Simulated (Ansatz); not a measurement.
Here is the system:

LaAlO₃:
```cif
data_Al2La2O6
_chemical_formula_sum 'La2 Al2 O6'
_space_group_name_H-M_alt 'P 1'
_space_group_IT_number 1
_cell_length_a 5.39518
_cell_length_b 5.39518
_cell_length_c 5.39518
_cell_angle_alpha 60.220
_cell_angle_beta 60.220
_cell_angle_gamma 60.220
loop_
_space_group_symop_operation_xyz
  'x, y, z'
loop_
_atom_site_label
_atom_site_type_symbol
_atom_site_fract_x
_atom_site_fract_y
_atom_site_fract_z
_atom_site_occupancy
La1 La 0.25000 0.25000 0.25000 1
La2 La 0.75000 0.75000 0.75000 1
Al1 Al 0.00000 0.00000 0.00000 1
Al2 Al 0.50000 0.50000 0.50000 1
O1 O 0.78891 0.71109 0.25000 1
O2 O 0.25000 0.78891 0.71109 1
O3 O 0.71109 0.25000 0.78891 1
O4 O 0.21109 0.28891 0.75000 1
O5 O 0.75000 0.21109 0.28891 1
O6 O 0.28891 0.75000 0.21109 1
```

This is the PBE-relaxed structure.

Problem. All from PBE in the plane-wave PAW code Ansatz, unless another level is named. Estimate the Bader charges.

Solution. La +2.08, Al +2.55, O -1.54 e.

Problem. Next, the static dielectric constant ε0 (ions relaxed, cell fixed)?

Solution. 27.5 (xx = yy), 34.4 (zz).

Problem. And the electronic dielectric constant ε∞ (DFPT)?

Solution. 4.75 (xx = yy), 4.66 (zz).

Space group R-3c. The cell was relaxed with PBE under the symmetry of its start. Spin–orbit coupling is left out wherever it is not named.

Potentials: the later of the program's two PAW sets.
